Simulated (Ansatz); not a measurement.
# AgCl (Chlorargyrite) (Fm-3m) in Ansatz: convergence with k mesh

Aim: find how far k mesh must go before the results for AgCl (Chlorargyrite) settle, at PBE. This setting moves, with any that are tied to it; all else stays.

All numbers are computed with Ansatz 0.2.0; they aren't measurements. Logs are shortened: lines on timing, memory, paths and dates and some standing lists are left out, and cuts for length are marked.

### 1 Starting point

The structure is cubic, space group Fm-3m (No. 225). Conventional cell: a = 5.470 Å, b = 5.470 Å, c = 5.470 Å, α = 90.00°, β = 90.00°, γ = 90.00°. Around Ag (site symmetry m-3m) lie 6 Cl at 2.73 Å. Cl (site symmetry m-3m) has 6 Ag at 2.73 Å as nearest neighbours.

### 2 With k mesh 3 × 3 × 3

Contents of input.yaml:

```yaml
crystal:
  lattice:
    - [0.0, 2.735, 2.735]
    - [2.735, 0.0, 2.735]
    - [2.735, 2.735, 0.0]
  atoms:
    - { symbol: Ag, position: [0.0, 0.0, 0.0] }
    - { symbol: Cl, position: [0.5, 0.5, 0.5] }
hamiltonian:
  xc: pbe
  pseudopotentials: { kind: nc, source: spms }
kpoints:
  mp_grid: { grid: [3, 3, 3] }
scf:
  occupations: { method: fermi_dirac, width: 0.05 }
output:
  forces: true
  stress: true
  eigenvalues: true
```

Potentials or basis: SPMS NC.

Started as:

```bash
$ ansatz run input.yaml --threads 2 --pin off --max-ram 5632MiB --backend cpu --events-out ev --progress --plain --runs-dir out
```

Run time: 0.31 s. Hardware: 2 threads of Arm Neoverse V1, shared host; peak memory 0.24 GiB.

What came out:

```yaml
Free_energy: -4493.9151 eV
Pressure: 4.5 GPa
Band_gap_on_the_k_mesh: 1.32 eV, indirect (least direct gap 3.36 eV)
```

### 3 With k mesh 4 × 4 × 4

input.yaml: that of step 2 with these lines changed.

```diff
@@ -12,3 +12,3 @@
 kpoints:
-  mp_grid: { grid: [3, 3, 3] }
+  mp_grid: { grid: [4, 4, 4] }
 scf:
```

Potentials or basis: SPMS NC.

Started as:

```bash
$ ansatz run input.yaml --threads 2 --pin off --max-ram 5632MiB --backend cpu --events-out ev --progress --plain --runs-dir out
```

It took 0.45 s on 2 threads of Arm Neoverse V1, shared host; peak memory 0.24 GiB.

What came out:

| Property | Result |
| --- | --- |
| Free energy | -4493.9648 eV |
| Pressure | 4.2 GPa |
| Band gap on the k mesh | 0.91 eV, indirect (least direct gap 3.39 eV) |

### 4 With k mesh 5 × 5 × 5

input.yaml: that of step 3 with these lines changed.

```diff
@@ -12,3 +12,3 @@
 kpoints:
-  mp_grid: { grid: [4, 4, 4] }
+  mp_grid: { grid: [5, 5, 5] }
 scf:
```

Started as:

```bash
$ ansatz run input.yaml --threads 2 --pin off --max-ram 5632MiB --backend cpu --events-out ev --progress --plain --runs-dir out
```

Wall time 0.52 s (2 threads of Arm Neoverse V1, shared host); peak memory 0.24 GiB.

What came out:

- Free energy: -4493.9765 eV
- Pressure: 4.0 GPa
- Band gap on the k mesh: 1.07 eV, indirect (least direct gap 3.40 eV)

### 5 With k mesh 6 × 6 × 6

input.yaml: that of step 4 with these lines changed.

```diff
@@ -12,3 +12,3 @@
 kpoints:
-  mp_grid: { grid: [5, 5, 5] }
+  mp_grid: { grid: [6, 6, 6] }
 scf:
```

Started as:

```bash
$ ansatz run input.yaml --threads 2 --pin off --max-ram 5632MiB --backend cpu --events-out ev --progress --plain --runs-dir out
```

Wall time 0.68 s (2 threads of Arm Neoverse V1, shared host); peak memory 0.25 GiB.

What came out:

| Item | Value |
| --- | --- |
| Free energy | -4493.9784 eV |
| Pressure | 4.0 GPa |
| Band gap on the k mesh | 0.91 eV, indirect (least direct gap 3.40 eV) |

### 6 With k mesh 8 × 8 × 8

input.yaml: that of step 5 with these lines changed.

```diff
@@ -12,3 +12,3 @@
 kpoints:
-  mp_grid: { grid: [6, 6, 6] }
+  mp_grid: { grid: [8, 8, 8] }
 scf:
```

Potentials or basis: SPMS NC.

Started as:

```bash
$ ansatz run input.yaml --threads 2 --pin off --max-ram 5632MiB --backend cpu --events-out ev --progress --plain --runs-dir out
```

It took 1.2 s on 2 threads of Arm Neoverse V1, shared host; peak memory 0.27 GiB.

The run converged. Its results:

```
Free energy            : -4493.9790 eV
Pressure               : 4.0 GPa
Band gap on the k mesh : 0.91 eV, indirect (least direct gap 3.33 eV)
```

### 7 With k mesh 10 × 10 × 10

input.yaml: that of step 6 with these lines changed.

```diff
@@ -12,3 +12,3 @@
 kpoints:
-  mp_grid: { grid: [8, 8, 8] }
+  mp_grid: { grid: [10, 10, 10] }
 scf:
```

Started as:

```bash
$ ansatz run input.yaml --threads 2 --pin off --max-ram 5632MiB --backend cpu --events-out ev --progress --plain --runs-dir out
```

Wall time 1.8 s (2 threads of Arm Neoverse V1, shared host); peak memory 0.29 GiB.

The run converged. Its results:

```yaml
Free_energy: -4493.9790 eV
Pressure: 4.0 GPa
Band_gap_on_the_k_mesh: 0.91 eV, indirect (least direct gap 3.26 eV)
```

### 8 With k mesh 12 × 12 × 12

input.yaml: that of step 7 with these lines changed.

```diff
@@ -12,3 +12,3 @@
 kpoints:
-  mp_grid: { grid: [10, 10, 10] }
+  mp_grid: { grid: [12, 12, 12] }
 scf:
```

Started as:

```bash
$ ansatz run input.yaml --threads 2 --pin off --max-ram 5632MiB --backend cpu --events-out ev --progress --plain --runs-dir out
```

Wall time 2.4 s (2 threads of Arm Neoverse V1, shared host); peak memory 0.31 GiB.

The run converged. Its results:

* Free energy: -4493.9790 eV
* Pressure: 4.0 GPa
* Band gap on the k mesh: 0.91 eV, indirect (least direct gap 3.20 eV)

### 9 With k mesh 14 × 14 × 14

input.yaml: that of step 8 with these lines changed.

```diff
@@ -12,3 +12,3 @@
 kpoints:
-  mp_grid: { grid: [12, 12, 12] }
+  mp_grid: { grid: [14, 14, 14] }
 scf:
```

Potentials or basis: SPMS NC.

Started as:

```bash
$ ansatz run input.yaml --threads 2 --pin off --max-ram 5632MiB --backend cpu --events-out ev --progress --plain --runs-dir out
```

Output:

```text
Warning: RAYON_NUM_THREADS=2 ignored (pool sized by the plan → 2); use --threads N
Engine: ansatz 0.2.0, aarch64-unknown-linux-gnu
Pseudopotentials: kind: nc
Pseudopotential: Ag, nc, valence charge 19, recommended cutoff 598.650497411736 eV (normal), Ag.nc.azcp
Pseudopotential: Cl, nc, valence charge 7, recommended cutoff 544.22772491976 eV (normal), Cl.nc.azcp
Functional definition: PBE
  parameter kappa = 0.804
  parameter beta = 0.06672455060314922
  exchange = pbe_x(kappa = kappa, mu = beta*pi^2/3)
  correlation = pbe_c(beta = beta)
Crystal: 2 atoms, lattice volume = 40.917 Å³
Basis set: ecut = 598.650497411736 eV, 1363 PW (Γ), exchange–correlation on 64×64×64 points (8 copies of the dense FFT grid, shifted against one another)
Bands: 17, of which v1, the nominal top of the filled ones, is band 13 counted from 1 (12 counted from 0)
Symmetry: 48 space group operations
Space group: Fm-3m (ITA 225), of the structure as read, at distance tolerance 3.4e-5 Å
k-points: 104 of 2744
Non-local potential: Ag, projectors of the file, l = 0: 2, l = 1: 2, l = 2: 2
Non-local potential: Cl, projectors of the file, l = 0: 2, l = 1: 2, l = 2: 2
Initial density: superposition of atomic densities (chi_scale 0.1, normalization cell, long waves kept (reshape's long-wave potential 0.00 eV rms))
Initial wavefunctions: pseudopotential atomic-orbital guess
Functional: x = pbe(κ = 0.804, μ = 0.2195149727645171), c = pbe(β = 0.06672455060314922)
SCF iter   1: F=—  HF=-4494.583086 eV  |F-HF|=—  |Δ(HF+E_count)|=         —  Δρ=5.90e-2  dr2=1.73e0  ethr=3.10e-3  ⟨swp⟩=6.9  Hψ=10378  notcnv=0
preconditioner: auto → none  [insulator: Δε(μ)=1.067 eV  Ē_g=11.668 eV  σ=0.050 eV  W_gap=1.00  n_scr=14 (ndim 8)  ℏωp=24.6 eV  f_vac=0.005  D(μ)=0.00/eV (n_scr^D=0)  ε∞_Penn≈5.5]
SCF iter   2: F=—  HF=-4494.046827 eV  |F-HF|=—  |Δ(HF+E_count)|=   5.36e-1  Δρ=2.10e-2  dr2=2.05e-1  ethr=3.10e-3  ⟨swp⟩=3.0  Hψ=4760  notcnv=0
SCF iter   3: F=—  HF=-4493.979024 eV  |F-HF|=—  |Δ(HF+E_count)|=   6.78e-2  Δρ=4.39e-3  dr2=3.74e-3  ethr=7.88e-4  ⟨swp⟩=3.4  Hψ=4216  notcnv=0
SCF iter   4: F=—  HF=-4493.979262 eV  |F-HF|=—  |Δ(HF+E_count)|=   2.38e-4  Δρ=1.03e-3  dr2=4.01e-4  ethr=1.44e-5  ⟨swp⟩=2.0  Hψ=3060  notcnv=0
SCF iter   5: F=—  HF=-4493.979134 eV  |F-HF|=—  |Δ(HF+E_count)|=   1.28e-4  Δρ=2.06e-4  dr2=1.82e-5  ethr=1.54e-6  ⟨swp⟩=2.9  Hψ=3125  notcnv=0
SCF iter   6: F=—  HF=-4493.979027 eV  |F-HF|=—  |Δ(HF+E_count)|=   1.07e-4  Δρ=5.52e-5  dr2=9.79e-7  ethr=7.01e-8  ⟨swp⟩=2.5  Hψ=3236  notcnv=0
SCF iter   7: F=-4493.979028 eV  HF=-4493.979028 eV  |F-HF|=1.15e-8  |Δ(HF+E_count)|=   2.97e-7  Δρ=6.44e-6  dr2=6.19e-9  ethr=3.85e-10  ⟨swp⟩=7.7  Hψ=10000  notcnv=0
SCF 1 converged in 7 iterations: F = -4493.979028 eV  dr2 = 6.19e-9
SCF converged after 7 iterations
Free energy (F): -4493.979028 eV
Harris-Foulkes:  -4493.979028 eV  (|F-HF|=1.15e-8)
Internal energy: -4493.979027 eV  (E = F + TS)
E sigma→0 (E₀):  -4493.979027 eV
Entropy (-TS):   -0.000001 eV (-0.000 meV/atom)
Fermi energy:    9.762893 eV
--- Per-component energies (eV) ---
  E_band       = -334.516310
  E_kinetic    = 1426.691612
  E_local      = -3585.055756  (includes V_loc(G=0)·N_el)
  E_nonlocal   = -10.873401
  E_hartree    = 1224.276518
  E_xc         = -693.225556
  E_vxc        = -613.830273  (∫ρ·V_xc dr)
  E_ewald      = -2855.792444
  E_smearing   = -0.000001  (= −TS)
  E_closure    = 0.000000  (closes the sum)
  Σ components = -4493.979028   (vs F -4493.979028, Δ=0.00e0)
--- Forces (eV/Å), atoms counted from 1 ---
  atom   1  Ag    -0.00000000     0.00000000     0.00000000
  atom   2  Cl     0.00000000     0.00000000     0.00000000
  max |Σ_I F_I| component: 7.10e-30 eV/Å
--- Stress (GPa, compression-positive) ---
        3.965137       0.000000       0.000000
       -0.000000       3.965137      -0.000000
       -0.000000      -0.000000       3.965137
  P = ⅓ Tr σ = 3.9651 GPa (39.651 kbar)
--- Band table (eV; the first three rows and the last of 104) ---
  k-point 0: bands = ["-80.6851", "-44.2082", "-44.2082", "-44.2082", "-6.2223", "6.5867", "6.5867", "6.5867", "6.6321", "6.6321", "6.7185", "6.7185", "6.7185", "10.1159", "19.8771", "19.8771", "19.8771"]
  k-point 1: bands = ["-80.6851", "-44.2083", "-44.2082", "-44.2082", "-6.1997", "6.2136", "6.2136", "6.2597", "6.6098", "6.6098", "6.8312", "7.1590", "7.1590", "10.3861", "19.3112", "19.8228", "19.8228"]
  k-point 2: bands = ["-80.6850", "-44.2088", "-44.2083", "-44.2083", "-6.1353", "5.6824", "5.8010", "5.8010", "6.6630", "6.6630", "6.9213", "7.6475", "7.6475", "11.0343", "18.3416", "19.4643", "19.4643"]
  k-point 103: bands = ["-80.6849", "-44.2108", "-44.2103", "-44.2096", "-5.6738", "4.7665", "4.8334", "5.0490", "7.0108", "7.1218", "7.1233", "7.1371", "7.9040", "13.3012", "16.9925", "17.2097", "17.4334"]
```

Run time: 3.5 s. Hardware: 2 threads of Arm Neoverse V1, shared host; peak memory 0.33 GiB.

Results:

- Free energy: -4493.9790 eV
- Pressure: 4.0 GPa
- Band gap on the k mesh: 0.91 eV, indirect (least direct gap 3.16 eV)

### 10 Summary

```
      k mesh  energy less the tightest run, at zero smearing (meV/atom)  pressure (GPa)  gap on the mesh (eV)  SCF cycles  CPU time (s)  peak memory (GiB)
   3 × 3 × 3                                                      31.98            4.51                 1.323           7          0.52               0.24
   4 × 4 × 4                                                       7.14            4.16                 0.909           7          0.79               0.24
   5 × 5 × 5                                                       1.26            4.00                 1.069           7          0.92               0.24
   6 × 6 × 6                                                       0.31            3.98                 0.912           7           1.3               0.25
   8 × 8 × 8                                                       0.02            3.97                 0.912           7           2.2               0.27
10 × 10 × 10                                                       0.00            3.97                 0.912           7           3.3               0.29
12 × 12 × 12                                                       0.00            3.97                 0.912           7           4.7               0.31
14 × 14 × 14                                                       0.00            3.97                 0.912           7           6.8               0.33
```

Against the tightest run, the energy stays within 1 meV/atom from 6 × 6 × 6 on; the pressure stays within 0.1 GPa from 5 × 5 × 5 on; the gap on the mesh stays within 0.01 eV from 6 × 6 × 6 on. Meshes of other sizes hit other points, so gaps and Fermi surfaces needn't settle smoothly. The tightest run that finished is the yardstick and may itself not be fully converged.
